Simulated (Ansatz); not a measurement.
Turning moments in Mn

The cell (2 atoms) is Mn as a test cell of our own (not relaxed).

```
CELL_PARAMETERS angstrom
2.80000 0.00000 0.00000
0.00000 2.80000 0.00000
0.00000 0.00000 2.80000
ATOMIC_POSITIONS crystal
Mn 0.00000 0.00000 0.00000
Mn 0.50000 0.50000 0.50000
```

Site labels below count the atoms in this order, from 1.

All numbers below come from DFT, PBE, norm-conserving potentials, plane waves, scalar-relativistic in Ansatz.

* Plane-wave cutoff: 1306 eV
* k-point mesh: 4×4×4 (Γ-centred)
* Occupations: Gaussian smearing, 0.1 eV

The mesh is coarse, so energy differences (and at times their sign) aren't converged.

Spins are non-collinear; moments are vectors (x, y, z) in μB. Without spin–orbit coupling a common rotation of all moments costs nothing, so only their relative directions matter.

The default search runs further SCF cycles only where the state itself hints at a lower one. With a search on, the program may also reshape the start on open shells.

With 6 runs in all, an end need not be the lowest state of the cell.

| starting vectors | settings | outcome | final moments | F − F(lowest) (meV/atom) |
| --- | --- | --- | --- | --- |
| Mn1 (0.00, 0.00, 1.00), Mn2 (0.00, 0.00, -1.00) | default search for lower states | converged in 21 iterations | no moments | 61.3 |
| Mn1 (0.00, 0.00, 2.00), Mn2 (0.00, 0.00, -2.00) | default search for lower states | converged in 22 iterations | no moments | 61.3 |
| Mn1 (0.00, 0.00, 2.40), Mn2 (0.00, 0.00, -2.40) | default search for lower states | converged in 28 iterations | no moments | 61.3 |
| Mn1 (0.00, 0.00, 1.00), Mn2 (0.00, 0.00, 1.00) | default search for lower states | converged in 10 iterations | site vectors not recorded: net moment 2.00 μB, absolute moment 2.05 μB | 0.0 |
| Mn1 (0.00, 0.00, 2.00), Mn2 (0.00, 0.00, 2.00) | default search for lower states | converged in 12 iterations | site vectors not recorded: net moment 2.00 μB, absolute moment 2.05 μB | 0.0 |
| Mn1 (0.00, 0.00, 2.40), Mn2 (0.00, 0.00, 2.40) | default search for lower states | converged in 13 iterations | site vectors not recorded: net moment 2.00 μB, absolute moment 2.05 μB | 0.0 |

The ends span 61.3 meV/atom.
